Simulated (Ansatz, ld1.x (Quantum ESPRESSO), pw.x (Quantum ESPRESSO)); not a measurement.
## W (diamond): variants of one RRKJ potential in the solid

tungsten (W), norm-conserving RRKJ (Kleinman–Bylander form), made with ld1.x (Quantum ESPRESSO) 7.5 (PBE, scalar-relativistic). Core [Xe] 4f14, reference 5d4 6s2 6p0. Waves: 6p (bound, empty): rc 2.85 bohr; 5d (bound): rc 2.70 bohr; 5f channel at 0.45 Ry: rc 2.85 bohr; 6s (bound): rc 2.75 bohr. Local part: the s channel. Core correction: none.

Crystal test: diamond W in pw.x 7.5, no spin, 8³ k-points, Fermi–Dirac smearing 0.01 Ry, cutoffs set for each file from its atomic test. The reference is all-electron LAPW (Ansatz 0.2.0) with the same functional, mesh and smearing; V0 and B0 come from Birch–Murnaghan fits to the pressures at five volumes. Errors are pseudo minus all-electron; Δ is the rms difference of the E(V) curves that follow from these fits, minima aligned, over ±6 % about the mean V0. Mesh and smearing are coarse, so the numbers serve the comparison and aren't converged zero-temperature values; the lattice is a test structure that the element need not adopt.

All-electron: a0 = 5.834 Å (V0 = 24.82 Å³/atom), B0 = 119.3 GPa.

Base: The largest radius (2.85 bohr) exceeds half the bond length (2.39 bohr), so the spheres overlap, which is one possible source of error among others.

1 further variants are left out: they gave no file fit for a test, a broken result, the same result as the base, or pressures whose basis-set error rivals the error shown.

```csv
change,cutoffs (Ry),pw.x,a0 (Å),a0 error (%),B0 error (%),Δ (meV/atom),mean pressure error (GPa)
base,35/140,converged,5.823,-0.19,-6.7,4.0,-0.68
wave 6p (bound): rc 2.85 bohr becomes 6p (bound): rc 2.80 bohr,35/140,converged,5.825,-0.15,-6.8,3.2,-0.54
"all radii scaled by about 1.07 (s 2.94, p 3.04, d 2.88, f 3.04 bohr)",35/140,converged,5.806,-0.48,-7.3,9.3,-1.61
wave 5f channel at 0.45 Ry: rc 2.85 bohr becomes 5f channel at 0.28 Ry: rc 2.85 bohr,35/140,converged,5.823,-0.19,-6.7,4.0,-0.68
```

Problem. Give the row for: wave 6s (bound): rc 2.75 bohr becomes 6s (bound): rc 2.84 bohr.

Solution. pw.x: converged; mean pressure error (GPa): -0.85; a0 (Å): 5.820; a0 error (%): -0.24; B0 error (%): -6.8; Δ (meV/atom): 4.9.
